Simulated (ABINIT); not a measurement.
# TiB2 (P6/mmm) in ABINIT: settings compared

Aim: see how the results for TiB2 move with the level of theory and the settings. Levels: PBE, PW91, RPBE, SOGGA. Tasks: equation of state, band structure.

Program: ABINIT 10.8.3 (patched build). These are calculated values, not measurements. Logs are shortened: lines on timing, memory, paths and dates and some standing lists are left out, and cuts for length are marked. The log counts tension as positive stress, the text compression.

### 1 The crystal as given

It takes space group P6/mmm (No. 191, hexagonal). Conventional cell: a = 3.029 Å, b = 3.029 Å, c = 3.228 Å, α = 90.00°, β = 90.00°, γ = 120.00°. Around Ti (site symmetry 6/mmm) lie 12 B at 2.38 Å. B (site symmetry -6m2) has 3 B at 1.75 Å as nearest neighbours.

### 2 Equation of state, PBE

Input file run.abi:

```
ndtset 7
getwfk -1
scalecart1 3*0.9795861087
scalecart2 3*0.9864848297
scalecart3 3*0.9932883884
scalecart4 3*1.0000000000
scalecart5 3*1.0066227096
scalecart6 3*1.0131594038
scalecart7 3*1.0196128224

pp_dirpath "./"
pseudos "Ti.GGA_PBE-JTH.xml, B.GGA_PBE-JTH.xml"

acell 3*1.0
rprim
     5.7243583767     0.0000000000     0.0000000000
    -2.8621791884     4.9574397745     0.0000000000
     0.0000000000     0.0000000000     6.1007918207
ntypat 2
znucl 22 5
natom 3
typat 1 2 2
xred
     0.0000000000     0.0000000000     0.0000000000
     0.6666666667     0.3333333333     0.5000000000
     0.3333333333     0.6666666667     0.5000000000

ecut 21.0
pawecutdg 42.0
pawovlp 30

kptopt 1
ngkpt 10 10 8
nshiftk 1
shiftk 0.0 0.0 0.0

ixc 11

nband 13
occopt 3
tsmear 0.05 eV

nstep 100
tolvrs 1.0e-9

iomode 3
prtwf 1
prtden 0
prteig 0
prtebands 0
enunit 2
```

Potentials or basis: JTH PAW PBE v2.0.

Run with:

```
abinit run.abi > log 2>&1
```

run.abo:

```text
.Version 10.8.3 of ABINIT
 DATASET    1 : space group P6/m m m (#191); Bravais hP (primitive hexag.)
================================================================================
 Values of the parameters that define the memory need for DATASET  1.
     intxc =       0    ionmov =       0      iscf =      17    lmnmax =      18
     lnmax =       6     mgfft =      27  mpssoang =       3    mqgrid =    3001
     natom =       3  nloc_mem =       2    nspden =       1   nspinor =       1
    nsppol =       1      nsym =      24    n1xccc =       1    ntypat =       2
    occopt =       3   xclevel =       2
       mpw =         762          nfft =       15552          nkpt =          70
 PAW method is used; the additional fine FFT grid is defined by:
   mgfftf=        36    nfftf =     46656
================================================================================
================================================================================
[... 71 lines left out ...]
 DATASET    7 : space group P6/m m m (#191); Bravais hP (primitive hexag.)
================================================================================
 Values of the parameters that define the memory need for DATASET  7.
     intxc =       0    ionmov =       0      iscf =      17    lmnmax =      18
     lnmax =       6     mgfft =      27  mpssoang =       3    mqgrid =    3001
     natom =       3  nloc_mem =       2    nspden =       1   nspinor =       1
    nsppol =       1      nsym =      24    n1xccc =       1    ntypat =       2
    occopt =       3   xclevel =       2
       mpw =         858          nfft =       19683          nkpt =          70
 PAW method is used; the additional fine FFT grid is defined by:
   mgfftf=        40    nfftf =     51840
================================================================================
================================================================================

--------------------------------------------------------------------------------
------------- Echo of variables that govern the present computation ------------
--------------------------------------------------------------------------------
 -outvars: echo values of preprocessed input variables --------
            acell      1.0000000000E+00  1.0000000000E+00  1.0000000000E+00 Bohr
              amu      4.78800000E+01  1.08110000E+01
             ecut      2.10000000E+01 Hartree
           enunit           2
           getwfk          -1
                       outvar_i_n : Printing only first  50 k-points.
              ixc          11
           jdtset        1    2    3    4    5    6    7
                       outvar_i_n : Printing only first  50 k-points.
         kptrlatt       10    0    0      0   10    0      0    0    8
          kptrlen1     4.78100074E+01
          kptrlen2     4.81467086E+01
          kptrlen3     4.84787654E+01
          kptrlen4     4.88063346E+01
          kptrlen5     4.91295647E+01
          kptrlen6     4.94485968E+01
          kptrlen7     4.97635645E+01
            natom           3
            nband          13
           ndtset           7
            ngfft1         24      24      27
            ngfft2         24      24      27
            ngfft3         24      24      27
            ngfft4         24      24      27
            ngfft5         24      24      27
            ngfft6         24      24      27
            ngfft7         27      27      27
          ngfftdg1         36      36      36
          ngfftdg2         36      36      36
          ngfftdg3         36      36      36
          ngfftdg4         36      36      36
          ngfftdg5         36      36      36
          ngfftdg6         36      36      40
          ngfftdg7         36      36      40
             nkpt          70
            nstep         100
             nsym          24
           ntypat           2
                       prtocc : prtvol=0, do not print more k-points.
           occopt           3
        pawecutdg      4.20000000E+01 Hartree
          pawovlp      3.0000000000E+01
         pawxcdev           0
           prtden           0
        prtebands           0
           prteig           0
            rprim1     5.6075019470E+00  0.0000000000E+00  0.0000000000E+00
                      -2.8037509736E+00  4.8562391378E+00  0.0000000000E+00
                       0.0000000000E+00  0.0000000000E+00  5.9762509196E+00
            rprim2     5.6469926984E+00  0.0000000000E+00  0.0000000000E+00
                      -2.8234963492E+00  4.8904391317E+00  0.0000000000E+00
                       0.0000000000E+00  0.0000000000E+00  6.0183385803E+00
            rprim3     5.6859387066E+00  0.0000000000E+00  0.0000000000E+00
                      -2.8429693534E+00  4.9241673642E+00  0.0000000000E+00
                       0.0000000000E+00  0.0000000000E+00  6.0598456755E+00
            rprim4     5.7243583767E+00  0.0000000000E+00  0.0000000000E+00
                      -2.8621791884E+00  4.9574397745E+00  0.0000000000E+00
                       0.0000000000E+00  0.0000000000E+00  6.1007918207E+00
            rprim5     5.7622691399E+00  0.0000000000E+00  0.0000000000E+00
                      -2.8811345700E+00  4.9902714585E+00  0.0000000000E+00
                       0.0000000000E+00  0.0000000000E+00  6.1411955933E+00
            rprim6     5.7996875201E+00  0.0000000000E+00  0.0000000000E+00
                      -2.8998437601E+00  5.0226767263E+00  0.0000000000E+00
                       0.0000000000E+00  0.0000000000E+00  6.1810746038E+00
            rprim7     5.8366292009E+00  0.0000000000E+00  0.0000000000E+00
                      -2.9183146005E+00  5.0546691604E+00  0.0000000000E+00
                       0.0000000000E+00  0.0000000000E+00  6.2204455672E+00
          spgroup         191
           tolvrs      1.00000000E-09
           tsmear      1.83746611E-03 Hartree
            typat      1  2  2
           useylm           1
                       outvars : Printing only first  50 k-points.
           xangst1     0.0000000000E+00  0.0000000000E+00  0.0000000000E+00
                       1.4836811192E+00  8.5660369356E-01  1.5812478956E+00
                      -1.7279172430E-11  1.7132073871E+00  1.5812478956E+00
           xangst2     0.0000000000E+00  0.0000000000E+00  0.0000000000E+00
                       1.4941299220E+00  8.6263631268E-01  1.5923838110E+00
                      -1.7400984450E-11  1.7252726254E+00  1.5923838110E+00
           xangst3     0.0000000000E+00  0.0000000000E+00  0.0000000000E+00
                       1.5044345920E+00  8.6858571668E-01  1.6033661155E+00
                      -1.7520994751E-11  1.7371714334E+00  1.6033661155E+00
           xangst4     0.0000000000E+00  0.0000000000E+00  0.0000000000E+00
                       1.5145999990E+00  8.7445471710E-01  1.6141999989E+00
                      -1.7639113514E-11  1.7489094342E+00  1.6141999989E+00
           xangst5     0.0000000000E+00  0.0000000000E+00  0.0000000000E+00
                       1.5246307549E+00  8.8024597675E-01  1.6248903767E+00
                      -1.7755989272E-11  1.7604919535E+00  1.6248903767E+00
           xangst6     0.0000000000E+00  0.0000000000E+00  0.0000000000E+00
                       1.5345312319E+00  8.8596201983E-01  1.6354419085E+00
[... 10 lines left out ...]
            xcart3     0.0000000000E+00  0.0000000000E+00  0.0000000000E+00
                       2.8429693533E+00  1.6413891214E+00  3.0299228378E+00
                      -3.3109881532E-11  3.2827782428E+00  3.0299228378E+00
            xcart4     0.0000000000E+00  0.0000000000E+00  0.0000000000E+00
                       2.8621791883E+00  1.6524799248E+00  3.0503959103E+00
                      -3.3333093645E-11  3.3049598497E+00  3.0503959103E+00
            xcart5     0.0000000000E+00  0.0000000000E+00  0.0000000000E+00
                       2.8811345699E+00  1.6634238195E+00  3.0705977966E+00
                      -3.3553956818E-11  3.3268476390E+00  3.0705977966E+00
            xcart6     0.0000000000E+00  0.0000000000E+00  0.0000000000E+00
                       2.8998437600E+00  1.6742255754E+00  3.0905373019E+00
                      -3.3771737218E-11  3.3484511509E+00  3.0905373019E+00
            xcart7     0.0000000000E+00  0.0000000000E+00  0.0000000000E+00
                       2.9183146004E+00  1.6848897201E+00  3.1102227836E+00
                      -3.3986727257E-11  3.3697794402E+00  3.1102227836E+00
             xred      0.0000000000E+00  0.0000000000E+00  0.0000000000E+00
                       6.6666666667E-01  3.3333333333E-01  5.0000000000E-01
                       3.3333333333E-01  6.6666666667E-01  5.0000000000E-01
            znucl       22.00000    5.00000

================================================================================

 chkinp: Checking input parameters for consistency, jdtset=   1.

 chkinp: Checking input parameters for consistency, jdtset=   2.
[... 40 lines left out ...]
 getcut: wavevector=  0.0000  0.0000  0.0000  ngfft=  36  36  36
         ecut(hartree)=     42.000   => boxcut(ratio)=   2.06483

--- Pseudopotential description ------------------------------------------------
- pspini: atom type   1  psp file is ./Ti.GGA_PBE-JTH.xml
 Pseudopotential format is: paw10
 basis_size (lnmax)=  6 (lmn_size= 18), orbitals=   0   0   1   1   2   2
 Spheres core radius: rc_sph= 2.30802695
 Shapefunction is BESSEL type: shapef(r,l)=aa(1,l)*jl(q(1,l)*r)+aa(2,l)*jl(q(2,l)*r)
 Radius for shape functions =  2.01037111
 Compensation charge density is not taken into account in XC energy/potential

- pspini: atom type   2  psp file is ./B.GGA_PBE-JTH.xml
 Pseudopotential format is: paw10
 basis_size (lnmax)=  4 (lmn_size=  8), orbitals=   0   0   1   1
 Spheres core radius: rc_sph= 1.70616958
 Shapefunction is SIN type: shapef(r)=[sin(pi*r/rshp)/(pi*r/rshp)]**2
 Radius for shape functions =  1.40269776
 Compensation charge density is not taken into account in XC energy/potential

   6.09945348E+02                                ecore*ucvol(ha*bohr**3)
--------------------------------------------------------------------------------

[... 1353 lines left out ...]
-Cartesian components of stress tensor (GPa)         [Pressure= -1.2817E+01 GPa]
- sigma(1 1)=  1.36894801E+01  sigma(3 2)=  0.00000000E+00
- sigma(2 2)=  1.36894801E+01  sigma(3 1)=  0.00000000E+00
- sigma(3 3)=  1.10732335E+01  sigma(2 1)=  5.51237518E-09

== END DATASET(S) ==============================================================
================================================================================

 -outvars: echo values of variables after computation  --------
            acell      1.0000000000E+00  1.0000000000E+00  1.0000000000E+00 Bohr
           etotal1    -6.4487249036E+01
           etotal2    -6.4489056680E+01
           etotal3    -6.4490126001E+01
           etotal4    -6.4490525053E+01
           etotal5    -6.4490315569E+01
           etotal6    -6.4489553167E+01
           etotal7    -6.4488291501E+01
            fcart1    -1.6006207687E-29 -8.3170694855E-29 -0.0000000000E+00
                       8.0031038437E-29 -3.0495921447E-28 -0.0000000000E+00
                      -6.4024830750E-29  3.8812990932E-28 -0.0000000000E+00
            fcart2    -1.5894272503E-29  2.7529687525E-29 -0.0000000000E+00
                      -6.3577090013E-29  1.1011875010E-28 -0.0000000000E+00
                       7.9471362516E-29 -1.3764843763E-28 -0.0000000000E+00
            fcart3    -0.0000000000E+00 -0.0000000000E+00 -0.0000000000E+00
                      -0.0000000000E+00 -0.0000000000E+00 -0.0000000000E+00
                      -0.0000000000E+00 -0.0000000000E+00 -0.0000000000E+00
            fcart4    -0.0000000000E+00 -0.0000000000E+00 -0.0000000000E+00
[... 52 lines left out ...]
           xangst3     0.0000000000E+00  0.0000000000E+00  0.0000000000E+00
                       1.5044345920E+00  8.6858571668E-01  1.6033661155E+00
                      -1.7520994751E-11  1.7371714334E+00  1.6033661155E+00
           xangst4     0.0000000000E+00  0.0000000000E+00  0.0000000000E+00
                       1.5145999990E+00  8.7445471710E-01  1.6141999989E+00
                      -1.7639113514E-11  1.7489094342E+00  1.6141999989E+00
           xangst5     0.0000000000E+00  0.0000000000E+00  0.0000000000E+00
                       1.5246307549E+00  8.8024597675E-01  1.6248903767E+00
                      -1.7755989272E-11  1.7604919535E+00  1.6248903767E+00
           xangst6     0.0000000000E+00  0.0000000000E+00  0.0000000000E+00
                       1.5345312319E+00  8.8596201983E-01  1.6354419085E+00
                      -1.7871233696E-11  1.7719240397E+00  1.6354419085E+00
           xangst7     0.0000000000E+00  0.0000000000E+00  0.0000000000E+00
                       1.5443055797E+00  8.9160524217E-01  1.6458590168E+00
                      -1.7985001525E-11  1.7832104843E+00  1.6458590168E+00
             xred      0.0000000000E+00  0.0000000000E+00  0.0000000000E+00
                       6.6666666667E-01  3.3333333333E-01  5.0000000000E-01
                       3.3333333333E-01  6.6666666667E-01  5.0000000000E-01
 Calculation completed.
```

It took 2.4 min on 1 thread of Arm Neoverse V1, shared host; peak memory 0.15 GiB.

What came out:

```yaml
Equilibrium_volume: 8.58 Å³/atom
Bulk_modulus_at_fixed_shape_and_positions: 255 GPa
Pressure_derivative_of_the_bulk_modulus: 3.9
```

Energy against volume, from the lowest point:
| volume (Å³/atom) | energy (meV/atom) |
| --- | --- |
| 8.039 | 29.71 |
| 8.210 | 13.32 |
| 8.381 | 3.62 |
| 8.552 | 0.00 |
| 8.723 | 1.90 |
| 8.894 | 8.82 |
| 9.065 | 20.26 |

Caveat: pressures at fixed basis lie under the slope of the energies; the cell was scaled at fixed shape and fractional positions, which overstates the stiffness of a crystal with free parameters, most of all of layers and chains; the atomic spheres overlap.

[end of part 1 of 3]
